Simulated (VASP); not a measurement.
Write the native input for VASP 6.6.1 that does the following.

- Task: Born charges and dielectric tensor
- Functional: LDA
- Potentials or basis: VASP PAW LDA potentials, release 64 (C)
- Cutoff: 600 eV
- k mesh: 8 × 8 × 4
- Occupations: gaussian, width 0.02 eV
- Spin: no spin polarisation
- Further INCAR settings: ALGO = Fast; EDIFF = 1e-08; IBRION = 8; NSW = 1

The structure of C lies in POSCAR:

```
C
1.0
    2.1184700000     -1.2228300000     -0.0037000000
    2.1184700000      1.2228300000     -0.0037000000
   -1.3793800000      0.0000000000      3.3014600000
C
2
Direct
    0.8334100000      0.8334100000      0.0001800000
    0.1665900000      0.1665900000      0.9998200000
```

This is a stacking variant of graphite.

The input as run:

INCAR

```
ALGO = Fast ; EDIFF = 1E-8
ENCUT = 600 ; GGA = CA
IBRION = 8 ; ISIF = 2
ISMEAR = 0 ; LASPH = T
LCHARG = F ; LEPSILON = T
LREAL = F ; LWAVE = F
NELM = 80 ; NSW = 1
PREC = Accurate ; SIGMA = 0.02
```

KPOINTS

```
k-points
0
Gamma
  8 8 4
```

Potentials or basis: VASP PAW LDA potentials, release 64 (C).

The run is started by

```sh
$ cat potpaw_LDA.64/C/POTCAR > POTCAR
$ mpirun -np 1 vasp_std > vasp.out
```

Results of the run:

```json
{
  "Band gap on the k mesh": "1.51 eV, direct",
  "Electronic dielectric tensor (diagonal)": "16.27, 14.85, 3.42",
  "Born charges (mean of the diagonal)": "C +0.00 e",
  "Highest phonon frequency at Γ": "1617 cm⁻¹"
}
```

Caveat: the k mesh is coarse (spacing up to 0.48 Å⁻¹), so the values aren't converged.

Run time: 86 s on 1 thread of Intel(R) Xeon(R) Platinum 8559C (Emerald Rapids), with other jobs on the host, peak memory 0.18 GiB.
